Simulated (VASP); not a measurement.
# KZnF3 (Pm-3m) in VASP: further runs

The runs below take KZnF3 through single point, with r2SCAN, LDA.

Program: VASP 6.6.1. These are calculated values, not measurements. Logs are shortened: lines on timing, memory, paths and dates and some standing lists are left out, and cuts for length are marked.

### 1 The undisturbed crystal

The structure is cubic, space group Pm-3m (No. 221). The conventional cell has a = 4.128 Å, b = 4.128 Å, c = 4.128 Å, α = 90.00°, β = 90.00°, γ = 90.00°. K (site symmetry m-3m) has 12 F at 2.92 Å as nearest neighbours. Around Zn (site symmetry m-3m) lie 6 F at 2.06 Å. F (site symmetry 4/mmm) is surrounded by 2 Zn at 2.06 Å.

### 2 Single point, r2SCAN

POSCAR

```
KZnF3
1.0
    4.1275598768      0.0000000000      0.0000000000
    0.0000000000      4.1275598768      0.0000000000
    0.0000000000      0.0000000000      4.1275598768
K Zn F
1 1 3
Direct
    0.0000000000      0.0000000000      0.0000000000
    0.5000000000      0.5000000000      0.5000000000
    0.5000000000      0.5000000000      0.0000000000
    0.0000000000      0.5000000000      0.5000000000
    0.5000000000      0.0000000000      0.5000000000
```

INCAR.step1

```
SYSTEM = KZnF3
  PREC = Accurate
  ENCUT = 520
  ISMEAR = 0
  SIGMA = 0.02
  LREAL = .FALSE.
  LASPH = .TRUE.
  NELM = 100
  NBANDS = 29
  GGA = PE
  ALGO = Normal
  EDIFF = 1E-4
  LWAVE = .TRUE.
  LCHARG = .FALSE.
```

INCAR.step2

```
SYSTEM = KZnF3
  PREC = Accurate
  ENCUT = 520
  EDIFF = 1E-6
  ISMEAR = 0
  SIGMA = 0.02
  LREAL = .FALSE.
  LASPH = .TRUE.
  NELM = 100
  ALGO = Normal
  ISIF = 2
  LWAVE = .FALSE.
  LCHARG = .FALSE.
  METAGGA = R2SCAN
  LMIXTAU = .TRUE.
  NBANDS = 29
  ISTART = 1
```

KPOINTS

```
Automatic mesh
0
G
  6 6 6
  0 0 0
```

Potentials or basis: VASP PAW PBE potentials, release 64 (K_sv, Zn, F).

Launch:

```sh
$ cat potpaw_PBE.64/K_sv/POTCAR potpaw_PBE.64/Zn/POTCAR potpaw_PBE.64/F/POTCAR > POTCAR
$ cp INCAR.step1 INCAR
$ mpirun -np 1 vasp_std > vasp.out
$ cp INCAR.step2 INCAR
$ mpirun -np 1 vasp_std > vasp.out
```

OUTCAR:

```text
SYSTEM = KZnF3
   PREC = Accurate
   ENCUT = 520
   EDIFF = 1E-6
   ISMEAR = 0
   LREAL = .FALSE.
   LASPH = .TRUE.
   NELM = 100
   ISIF = 2
   METAGGA = R2SCAN
   ISTART = 1

 ion  position               nearest neighbor table
   1  0.000  0.000  0.000-
   2  0.500  0.500  0.500-   3 2.06   4 2.06   5 2.06   3 2.06   5 2.06   4 2.06
   3  0.500  0.500  0.000-   2 2.06   2 2.06
   4  0.000  0.500  0.500-   2 2.06   2 2.06
   5  0.500  0.000  0.500-   2 2.06   2 2.06

  LATTYP: Found a simple cubic cell.
 ALAT       =     4.1275598768

  Lattice vectors:

 A1 = (   4.1275598768,   0.0000000000,   0.0000000000)
 A2 = (   0.0000000000,   4.1275598768,   0.0000000000)
 A3 = (   0.0000000000,   0.0000000000,   4.1275598768)

Analysis of symmetry for initial positions (statically):
=====================================================================
 Subroutine PRICEL returns:
 Original cell was already a primitive cell.

 Routine SETGRP: Setting up the symmetry group for a
 simple cubic supercell.

 Subroutine GETGRP returns: Found 48 space group operations
 (whereof 48 operations were pure point group operations)
 out of a pool of 48 trial point group operations.

The static configuration has the point symmetry O_h .

Analysis of symmetry for dynamics (positions and initial velocities):
=====================================================================
 Subroutine PRICEL returns:
 Original cell was already a primitive cell.

 Routine SETGRP: Setting up the symmetry group for a
 simple cubic supercell.

 Subroutine GETGRP returns: Found 48 space group operations
 (whereof 48 operations were pure point group operations)
 out of a pool of 48 trial point group operations.

The dynamic configuration has the point symmetry O_h .

 Subroutine INISYM returns: Found 48 space group operations
 (whereof 48 operations are pure point group operations),
 and found     1 'primitive' translations

----------------------------------------------------------------------------------------

                                     Primitive cell

  volume of cell :      70.3202

  direct lattice vectors                    reciprocal lattice vectors
     4.127559877  0.000000000  0.000000000     0.242273893  0.000000000  0.000000000
     0.000000000  4.127559877  0.000000000     0.000000000  0.242273893  0.000000000
     0.000000000  0.000000000  4.127559877     0.000000000  0.000000000  0.242273893

  length of vectors
     4.127559877  4.127559877  4.127559877     0.242273893  0.242273893  0.242273893

  position of ions in fractional coordinates (direct lattice)
     0.000000000  0.000000000  0.000000000
     0.500000000  0.500000000  0.500000000
     0.500000000  0.500000000  0.000000000
     0.000000000  0.500000000  0.500000000
     0.500000000  0.000000000  0.500000000

  ion indices of the primitive-cell ions
   primitive index   ion index
                 1           1
                 2           2
                 3           3
                 4           4
                 5           5

----------------------------------------------------------------------------------------

 KPOINTS: Automatic mesh

Automatic generation of k-mesh.
 Grid dimensions read from file:
 generate k-points for:    6    6    6

 Generating k-lattice:

  Cartesian coordinates                     Fractional coordinates (reciprocal lattice)
     0.040378982  0.000000000  0.000000000     0.166666667  0.000000000  0.000000000
     0.000000000  0.040378982  0.000000000     0.000000000  0.166666667  0.000000000
     0.000000000  0.000000000  0.040378982     0.000000000  0.000000000  0.166666667

  Length of vectors
     0.040378982  0.040378982  0.040378982

  Shift w.r.t. Gamma in fractional coordinates (k-lattice)
     0.000000000  0.000000000  0.000000000

 Subroutine IBZKPT returns following result:
 ===========================================

 Found     20 irreducible k-points:

 Following reciprocal coordinates:
            Coordinates               Weight
  0.000000  0.000000  0.000000      1.000000
  0.166667  0.000000  0.000000      6.000000
  0.333333  0.000000  0.000000      6.000000
  0.500000  0.000000  0.000000      3.000000
  0.166667  0.166667  0.000000     12.000000
  0.333333  0.166667  0.000000     24.000000
[... 12 lines left out ...]
  0.500000  0.500000  0.333333      6.000000
  0.500000  0.500000  0.500000      1.000000
   k-points           NKPTS =     20   k-points in BZ     NKDIM =     20   number of bands    NBANDS=     29
   number of dos      NEDOS =    301   number of ions     NIONS =      5
   total plane-waves  NPLWV =  32768
   dimension x,y,z NGX =    32 NGY =   32 NGZ =   32
   dimension x,y,z NGXF=    64 NGYF=   64 NGZF=   64
   ions per type =               1   1   3
   NGX,Y,Z   is equivalent  to a cutoff of  12.89, 12.89, 12.89 a.u.
   NGXF,Y,Z  is equivalent  to a cutoff of  25.78, 25.78, 25.78 a.u.
 SYSTEM =  KZnF3
   PREC   = accura    normal or accurate (medium, high low for compatibility)
   ISTART =      1    job   : 0-new  1-cont  2-samecut
   ICHARG =      0    charge: 1-file 2-atom 10-const
   ISPIN  =      1    spin polarized calculation?
   LNONCOLLINEAR =      F non collinear calculations
   LSORBIT =      F    spin-orbit coupling
   LASPH  =      T    aspherical Exc in radial PAW
   ENCUT  =  520.0 eV  38.22 Ry    6.18 a.u.   7.67  7.67  7.67*2*pi/ulx,y,z
   NELM   =    100;   NELMIN=  2; NELMDL=  0     # of ELM steps
   EDIFF  = 0.1E-05   stopping-criterion for ELM
   LREAL  =      F    real-space projection
   EDIFFG = 0.1E-04   stopping-criterion for IOM
   NSW    =      0    number of steps for IOM
   IBRION =     -1    ionic relax: 0-MD 1-quasi-New 2-CG
   NFREE  =      0    steps in history (QN), initial steepest desc. (CG)
   ISIF   =      2    stress and relaxation
   ISYM   =      2    0-nonsym 1-usesym 2-fastsym
   POTIM  = 0.5000    time-step for ionic-motion
   TEBEG  =    0.0;   TEEND  =   0.0 temperature during run
   PSTRESS=    0.0 pullay stress
   NELECT =      42.0000    total number of electrons
   NUPDOWN=      -1.0000    fix difference up-down
   EMIN   =  10.00;   EMAX   =-10.00  energy-range for DOS
   EFERMI =   0.00;   METHOD = LEGACY
   ISMEAR =     0;   SIGMA  =   0.02  broadening in eV -4-tet -1-fermi 0-gaus
   EFERMI_NEDOS =   21; number of points for ismear=-14 and -15
   IALGO  =     38    algorithm
   IMIX   =      4    mixing-type and parameters
     AMIX     =   0.40;   BMIX     =  1.00
     AMIX_MAG =   1.60;   BMIX_MAG =  1.00
  volume/ion in A,a.u.               =      14.06        94.91
  Fermi-wavevector in a.u.,A,eV,Ry     =   1.378683  2.605334 25.861517  1.900768
  Thomas-Fermi vector in A             =   2.503722
   LORBIT       =      0    0 simple, 1 ext, 2 COOP (PROOUT), +10 PAW based schemes
   METAGGA = R2SCAN    functional components
   LHFCALC =     F    Hartree Fock is set to
   AEXX    =    0.0000 exact exchange contribution
   IVDW    =     0    specifies the selected vdW correction
   LEPSILON=     F    determine dielectric tensor
   LRPA    =     F    only Hartree local field effects (RPA)
 non-spin polarized calculation
 Gauss-broadening in eV      SIGMA  =   0.02
  energy-cutoff  :      520.00
  volume of cell :       70.32
 maximum number of plane-waves:      1924
 NGX is ok and might be reduce to    32
   NGX = 15   NGY = 15   NGZ = 15

 number of electron      41.9999991 magnetization

 Free energy of the ion-electron system (eV)
  ---------------------------------------------------
  ext. energy  EPLUGINS =         0.00000000
  ---------------------------------------------------
  free energy    TOTEN  =       -38.30600315 eV

  energy without entropy =      -38.30600315  energy(sigma->0) =      -38.30600315

 E-fermi :  -1.6151     XC(G=0): -10.1551

 val. band max:       -1.8156388171   @ k =   0.5000   0.5000   0.5000
 cond. band min:       2.6150582816   @ k =   0.0000   0.0000   0.0000
 fundamental gap:      4.4306970987
 Fermi energy:        -1.6151411831

 k-point     1 :       0.0000    0.0000    0.0000
  band No.  band energies     occupation
      1     -29.7941      2.00000
      2     -24.1812      2.00000
      3     -23.6557      2.00000
      4     -23.6557      2.00000
      5     -12.5067      2.00000
      6     -12.5067      2.00000
[... 21 lines left out ...]
     28      10.1284      0.00000
     29      13.0229      0.00000

 k-point     2 :       0.1667    0.0000    0.0000
  band No.  band energies     occupation
      1     -29.7902      2.00000
      2     -24.1538      2.00000
      3     -23.6806      2.00000
      4     -23.6542      2.00000
      5     -12.5089      2.00000
      6     -12.4983      2.00000
[... 21 lines left out ...]
     28      10.2038      0.00000
     29      12.8028      0.00000

 k-point     3 :       0.3333    0.0000    0.0000
  band No.  band energies     occupation
      1     -29.7823      2.00000
      2     -24.0858      2.00000
      3     -23.7424      2.00000
      4     -23.6522      2.00000
      5     -12.5132      2.00000
      6     -12.4814      2.00000
[... 21 lines left out ...]
     28      10.3683      0.00000
     29      12.3814      0.00000

 k-point     4 :       0.5000    0.0000    0.0000
  band No.  band energies     occupation
      1     -29.7783      2.00000
      2     -24.0406      2.00000
      3     -23.7838      2.00000
      4     -23.6503      2.00000
      5     -12.5152      2.00000
      6     -12.4729      2.00000
[... 469 lines left out ...]
     28      11.4656      0.00000
     29      11.6099      0.00000

 k-point    19 :       0.5000    0.5000    0.3333
  band No.  band energies     occupation
      1     -29.7607      2.00000
      2     -23.7968      2.00000
      3     -23.7852      2.00000
      4     -23.7852      2.00000
      5     -12.6167      2.00000
      6     -12.6167      2.00000
[... 21 lines left out ...]
     28      11.6413      0.00000
     29      11.8136      0.00000

 k-point    20 :       0.5000    0.5000    0.5000
  band No.  band energies     occupation
      1     -29.7587      2.00000
      2     -23.7827      2.00000
      3     -23.7827      2.00000
      4     -23.7827      2.00000
      5     -12.6332      2.00000
      6     -12.6332      2.00000
[... 21 lines left out ...]
     28      11.5853      0.00000
     29      12.2828      0.00000

------------------------ aborting loop because EDIFF is reached ----------------------------------------

  FORCE on cell =-STRESS in cart. coord.  units (eV):
  Direction    XX          YY          ZZ          XY          YZ          ZX
  --------------------------------------------------------------------------------------
  -------------------------------------------------------------------------------------
  Total       -1.8739190     -1.8739190     -1.8739190     -0.0000000      0.0000000      0.0000000
  in kB      -42.6954169    -42.6954169    -42.6954169     -0.0000000      0.0000000      0.0000000
  external PRESSURE =     -42.6954169 kB  Pullay stress =       0.0000000 kB

 VOLUME and BASIS-vectors are now :
 -----------------------------------------------------------------------------
  energy-cutoff  :      520.00
  volume of cell :       70.32
      direct lattice vectors                 reciprocal lattice vectors
     4.127559877  0.000000000  0.000000000     0.242273893  0.000000000  0.000000000
     0.000000000  4.127559877  0.000000000     0.000000000  0.242273893  0.000000000
     0.000000000  0.000000000  4.127559877     0.000000000  0.000000000  0.242273893

 POSITION                                       TOTAL-FORCE (eV/Angst)
 -----------------------------------------------------------------------------------
      0.00000      0.00000      0.00000         0.000000      0.000000      0.000000
      2.06378      2.06378      2.06378         0.000000      0.000000      0.000000
      2.06378      2.06378      0.00000         0.000000      0.000000      0.000000
      0.00000      2.06378      2.06378         0.000000      0.000000      0.000000
      2.06378      0.00000      2.06378         0.000000      0.000000      0.000000
 -----------------------------------------------------------------------------------
    total drift:                                0.000000     -0.000000     -0.000000

  FREE ENERGIE OF THE ION-ELECTRON SYSTEM (eV)
  ---------------------------------------------------
  free  energy   TOTEN  =       -38.3060031534 eV

  energy  without entropy=      -38.3060031534  energy(sigma->0) =      -38.30600315
```

Run time: 93 s. Hardware: 1 thread of Intel Xeon Platinum 8375C at 2.90GHz (Ice Lake), shared host; peak memory 0.2 GiB.

What came out:

* Free energy: -38.3060 eV
* Pressure: -4.3 GPa
* Band gap on the k mesh: 4.43 eV, indirect (least direct gap 6.08 eV)

Caveat: the PAW data sets were made with another functional, which shifts forces and pressure a little. A k mesh can miss the band edges.

### 3 Single point, LDA

INCAR

```
PREC = Accurate
ENCUT = 520
EDIFF = 1E-7
ISMEAR = 0
SIGMA = 0.02
LREAL = F
LASPH = T
NELM = 100
ALGO = Normal
ISIF = 2
LWAVE = F
LCHARG = T
GGA = CA
LELF = T
LVHAR = T
NBANDS = 29
```

KPOINTS

```
regular mesh
0
Gamma
  6 6 6
```

POSCAR is that of step 2.

Potentials or basis: VASP PAW LDA potentials, release 64 (K_sv, Zn, F).

Launch:

```sh
$ cat potpaw_LDA.64/K_sv/POTCAR potpaw_LDA.64/Zn/POTCAR potpaw_LDA.64/F/POTCAR > POTCAR
$ mpirun -np 1 vasp_std > vasp.out
```

Wall time 34 s (1 thread of Intel Xeon Platinum 8375C at 2.90GHz (Ice Lake), shared host); peak memory 0.17 GiB.

It converged, with:

```
Free energy            : -22.9178 eV
Pressure               : -8.1 GPa
Band gap on the k mesh : 3.45 eV, indirect (least direct gap 4.93 eV)
```

Levels at points of the mesh, in eV from the valence-band top:
| k point | band 17 | band 18 | band 19 | band 20 | band 21 | band 22 | band 23 | band 24 | band 25 | band 26 |
| --- | --- | --- | --- | --- | --- | --- | --- | --- | --- | --- |
| (0.00, 0.00, 0.00) | -1.66 | -1.66 | -1.49 | -1.49 | -1.49 | 3.45 | 8.71 | 8.71 | 8.92 | 11.07 |
| (0.50, 0.00, 0.00) | -1.64 | -1.64 | -1.60 | -1.43 | -1.43 | 6.12 | 7.99 | 9.63 | 10.98 | 10.98 |
| (0.50, 0.50, 0.00) | -1.91 | -1.52 | -1.52 | -1.13 | 0.00 | 7.63 | 9.70 | 9.70 | 9.93 | 11.41 |
| (0.50, 0.50, 0.50) | -1.12 | -1.12 | -1.12 | 0.00 | 0.00 | 8.28 | 8.28 | 8.28 | 9.59 | 11.75 |

A k mesh can miss the band edges.
